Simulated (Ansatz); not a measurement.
This guess for LiF is about to be relaxed.

```
Li F
1.0
     3.74291    0.00000    0.00000
     0.00000    3.74291    0.00000
     0.00000    0.00000   11.30952
Li F
8 8
Direct
  0.43203 0.88390 0.93858
  0.38390 0.06797 0.18858
  0.06797 0.38390 0.81142
  0.88390 0.43203 0.06142
  0.56797 0.11610 0.43858
  0.61610 0.93203 0.68858
  0.93203 0.61610 0.31142
  0.11610 0.56797 0.56142
  0.06797 0.61610 0.93858
  0.11610 0.43203 0.18858
  0.43203 0.11610 0.81142
  0.61610 0.06797 0.06142
  0.93203 0.38390 0.43858
  0.88390 0.56797 0.68858
  0.56797 0.88390 0.31142
  0.38390 0.93203 0.56142
```

Level of theory: DFT PBE, scalar-relativistic, plane waves, PAW (Ansatz). Cutoff 420 eV, Gaussian smearing, Γ-centred meshes. Cell and atoms relax first on a coarse mesh and then on a converged one. In between, the cell is made exact in the group found at 0.06 Å. The steps can't lower the symmetry of their start. No spin polarisation.

A guess keeps its type if space group and coordination stay and the shape of the cell changes little (axis ratios within about 15 %, angles within 6°); the volume may change.

Task: Does it keep its structure type, or change into something else?

Result: It doesn't keep its type. The symmetry goes from P4_32_12 (No. 96) to Fm-3m (No. 225), and the primitive cell from 16 to 2 atoms. The end has the rock salt type. The volume per atom shrinks by 15.0 %, from 9.9 to 8.4 Å³. The shortest distance goes from 1.68 Å (Li–F) to 2.03 Å (Li–F). Counting neighbours within 15 % of an atom's shortest distance, the start has F 3, Li 3 and the end F 6, Li 6. In detail, at the end Li is surrounded by 6 F at 2.03 Å; F is surrounded by 6 Li at 2.03 Å.

```cif
data_structure
_symmetry_space_group_name_H-M 'Fm-3m'
_symmetry_Int_Tables_number 225
_cell_length_a 4.0677
_cell_length_b 4.0677
_cell_length_c 4.0677
_cell_angle_alpha 90.000
_cell_angle_beta 90.000
_cell_angle_gamma 90.000
_cell_volume 67.30
loop_
_atom_site_label
_atom_site_type_symbol
_atom_site_symmetry_multiplicity
_atom_site_Wyckoff_symbol
_atom_site_fract_x
_atom_site_fract_y
_atom_site_fract_z
_atom_site_occupancy
Li1 Li 4 b 0.50000 0.00000 0.00000 1
F1 F 4 a 0.00000 0.00000 0.00000 1
```

Formation energies are uncorrected and refer to the elements' standard structures at the same level (F₂ as a molecule).

Task: At what energy does it end?

Result: −2.945 eV/atom. Whether it is stable depends on the other phases of the system, which aren't compared here.

The last run used a 10×10×10 mesh for its 2-atom cell and Gaussian smearing of 0.02 eV. A later test with randomly moved atoms came back to the same energy, though modes that don't fit the test's cell weren't probed.
